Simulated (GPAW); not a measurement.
**CuAu in GPAW: convergence with k mesh**

CuAu:

```
Au Cu
1.0
     2.81075    0.00000    0.00000
     0.00000    2.81075    0.00000
     0.00000    0.00000    3.68500
Au Cu
1 1
Direct
  0.00000 0.00000 0.00000
  0.50000 0.50000 0.50000
```

* Program: GPAW 26.7.0
* Task: Fermi surface
* Functional: PBEint
* Potentials or basis: PAW data sets generated in the run's folder for this functional
* Cutoff: 450 eV
* Basis: pw
* k mesh: 3 × 3 × 2
* Occupations: fermi-dirac, width 0.05 eV
* Spin: no spin polarisation

These are the settings of the first run; the series varies k mesh, with any setting tied to it.

Hardware: 1 thread of Arm Neoverse V2 (shared host).

```
     k mesh  energy less the tightest run, at zero smearing (meV/atom)  pressure (GPa)  SCF cycles  CPU time (s)  peak memory (GiB)
  3 × 3 × 2                                                    -204.12           -4.24          11            10               0.15
  4 × 4 × 3                                                      98.59           -1.07          11            13               0.15
  5 × 5 × 4                                                     -51.43           -2.46          11            16               0.16
  6 × 6 × 5                                                      17.29           -1.91          11            23               0.19
  7 × 7 × 6                                                     -18.29           -2.00          11            31               0.21
  9 × 9 × 7                                                      -9.62           -2.17          11            44               0.25
10 × 10 × 8                                                       0.00           -1.93          11            59                0.3
```

Not settled before the last step: the energy (to 1 meV/atom), the pressure (to 0.1 GPa). Meshes of other sizes hit other points, so gaps and Fermi surfaces needn't settle smoothly. The tightest run that finished is the yardstick and may itself not be fully converged.

Caveat, for the tightest run too: with these Cu and Au data sets, volumes or pressures lay over 1.5 % or 2 GPa off other programs in two to four cells of ten; the cutoff is short for stress and forces, so pressures can be off by a GPa or more. Spin-orbit coupling is left out, which matters for the levels of Au.
